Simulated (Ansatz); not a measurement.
Consider the following.

CsI (CsCl type)

```xyz
4
Lattice="9.0150 0.0000 0.0000 0.0000 4.5075 0.0000 0.0000 0.0000 4.5075" Properties=species:S:1:pos:R:3 pbc="T T T"
Cs     0.0000     0.0000     0.0000
Cs     4.5075     0.0000     0.0000
I      2.2537     2.2537     2.2537
I      6.7612     2.2537     2.2537
```

Two-dimensional scan of atom 3 (I, nearest neighbour Cs at 3.904 Å; its periodic images, 4.5 Å or more away, move with it): u runs along (1.000, 0.000, 0.000), v along (0.000, 0.000, 1.000) (Cartesian). Cell and other atoms are fixed.

All values below come from PBEsol (plane waves to 420 eV, PAW, scalar-relativistic; Ansatz, a first-principles code). k mesh 3×6×6 (Γ-centred), Fermi-Dirac smearing 0.05 eV. The energy includes the smearing's −TS. CsI was relaxed with its symmetry unable to fall. Spin-orbit coupling is left out, though I is heavy. The zero of ΔE is the undisplaced structure. Axes are in Å.

The scan covers u from -0.590 to 0.590 Å in 5 points and v from -0.590 to 0.590 Å in 5 points.

Question: In which direction of the plane is the atom held most weakly?

Answer: Along v.

Question: What are the two principal curvatures of the energy at the centre?

Answer: 0.9 and 1.5 eV/Å².

(For displaced atoms, the force is minus the slope of the energy, and its curvature is a force constant, which sets phonon frequencies.)
